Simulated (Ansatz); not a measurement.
NiO: relaxation of cell and atoms with PBEsol+D3(BJ)

Crystal: NiO.

```xyz
2
Lattice="0.0000 2.0859 2.0859 2.0859 0.0000 2.0859 2.0859 2.0859 0.0000" Properties=species:S:1:pos:R:3 pbc="T T T"
Ni    0.0000    0.0000    0.0000
O     2.0859    2.0859    2.0859
```

```yaml
Program: Ansatz 0.2.0
Task: relaxation of cell and atoms
Functional: PBEsol
Dispersion: D3(BJ)
Potentials_or_basis: Ansatz PAW
Cutoff: "420 eV (not typed: the program's choice for these potentials)"
k_mesh: 11 × 11 × 11
Occupations: fermi-dirac, width 0.05 eV
Spin: collinear spin, ferromagnetic start
Starting_moments: "[1.0, 0.0] μB"
```

```
Relaxed volume                         : 8.65 Å³/atom
Relaxed cell                           : a = 2.903 Å, b = 2.903 Å, c = 2.903 Å, α = 60.00°, β = 60.00°, γ = 60.00°
Space group after relaxing (to 0.05 Å) : Fm-3m (No. 225)
Energy gained by relaxing              : 13.8 meV/atom
Ionic steps                            : 7
Pressure after relaxing                : 0.0 GPa
Net moment                             : 1.26 μB per cell
Absolute moment                        : 1.26 μB per cell
Site moments                           : Ni +1.03; O +0.19 μB
```

The path:
```tsv
step	energy change (eV)	largest force (eV/Å)	volume (Å³)
1	0.0000	0.0000	18.15
2	-0.0225	0.0000	17.72
3	-0.0310	0.0000	17.30
4	-0.0309	0.0000	17.31
5	-0.0276	0.0000	17.31
6	-0.0277	0.0000	17.29
7	-0.0277	0.0000	17.29
```

Final structure:
```yaml
crystal:
  lattice:
    - [0.00000, 2.05238, 2.05238]
    - [2.05238, 0.00000, 2.05238]
    - [2.05238, 2.05238, 0.00000]
  atoms:
    - { symbol: Ni, position: [0.00000, 0.00000, 0.00000] }
    - { symbol: O, position: [0.50000, 0.50000, 0.50000] }
```

It took 12 s on 2 threads of Intel(R) Xeon(R) Platinum 8375C CPU @ 2.90GHz (Ice Lake), on a shared host, peak memory 0.37 GiB.

Caveat: the plane-wave basis is chosen anew once the cell has moved, so the energies of steps on either side of that aren't comparable; the pressure holds a Pulay correction of +0.8 GPa for the finite cutoff; a cell with one magnetic atom can't hold antiferromagnetic order, which such compounds often take; the PAW data sets come from PBE, with cores solved anew for the run's functional, which leaves a small shift of forces and pressure.
